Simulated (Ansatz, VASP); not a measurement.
This is a calculation of Si2Mo for VASP 6.6.1.

File INCAR:

```
SYSTEM = Si2Mo
  PREC = Accurate
  ENCUT = 520
  EDIFF = 1E-7
  ISMEAR = -1
  SIGMA = 0.05
  LREAL = .FALSE.
  LASPH = .TRUE.
  NELM = 60
  ALGO = Normal
  ISIF = 2
  LWAVE = .FALSE.
  LCHARG = .FALSE.
  GGA = CA
  NBANDS = 18
```

KPOINTS

```
Automatic mesh
0
G
  12 12 12
  0 0 0
```

The input POSCAR:

```
Si2Mo
1.0
   -1.5783757276      1.5783757276      3.8773786233
    1.5783757276     -1.5783757276      3.8773786233
    1.5783757276      1.5783757276     -3.8773786233
Mo Si
1 2
Direct
    0.0000000000      0.0000000000      0.0000000000
    0.6670000000      0.6670000000      0.0000000000
    0.3330000000      0.3330000000      0.0000000000
```

Potentials or basis: VASP PAW LDA potentials, release 64 (Mo_sv, Si).

Run with:

```console
$ cat potpaw_LDA.64/Mo_sv/POTCAR potpaw_LDA.64/Si/POTCAR > POTCAR
$ mpirun -np 1 vasp_std > vasp.out
```

Problem. Translate it to Ansatz 0.2.0. Potentials there: all-electron LAPW, scalar-relativistic.

Solution. As run (the cutoff follows the program's own potentials):

File input.yaml:

```yaml
crystal:
  lattice:
    - [-1.5783757276, 1.5783757276, 3.8773786233]
    - [1.5783757276, -1.5783757276, 3.8773786233]
    - [1.5783757276, 1.5783757276, -3.8773786233]
  atoms:
    - { symbol: Mo, position: [0.0, 0.0, 0.0] }
    - { symbol: Si, position: [0.667, 0.667, 0.0] }
    - { symbol: Si, position: [0.333, 0.333, 0.0] }
kpoints:
  mp_grid: { grid: [12, 12, 12] }
scf:
  occupations: { method: fermi_dirac, width: 0.05 }
hamiltonian:
  xc: lda
  pseudopotentials: { kind: all_electron, lapw: { basis_error: 0.002 } }
output:
  forces: true
  stress: true
  eigenvalues: true
```

Potentials or basis: all-electron LAPW, scalar-relativistic.

Run with:

```bash
$ ansatz run input.yaml --threads 2 --pin off --max-ram 8192MiB --backend cpu --events-out ev --progress --plain --runs-dir out
```

Both were run:

|  | VASP | Ansatz | Ansatz less VASP |
| --- | --- | --- | --- |
| gap on the k mesh at the Fermi level (eV) | none | none | - |
| pressure (GPa) | 3.6 | 3.0 | -0.63 |
| largest component of the traceless stress (GPa) | 0.44 | 0.49 | +0.056 |
| rms of the force components (eV/Å) | 0.142 | 0.147 | +0.0049 |

Atom by atom the forces differ by 0.005 eV/Å (rms over components). A gap of «none» marks a metal or a gap that the smearing closes. Ansatz ran all-electron here, so the differences hold the error of VASP's frozen core and of both bases.
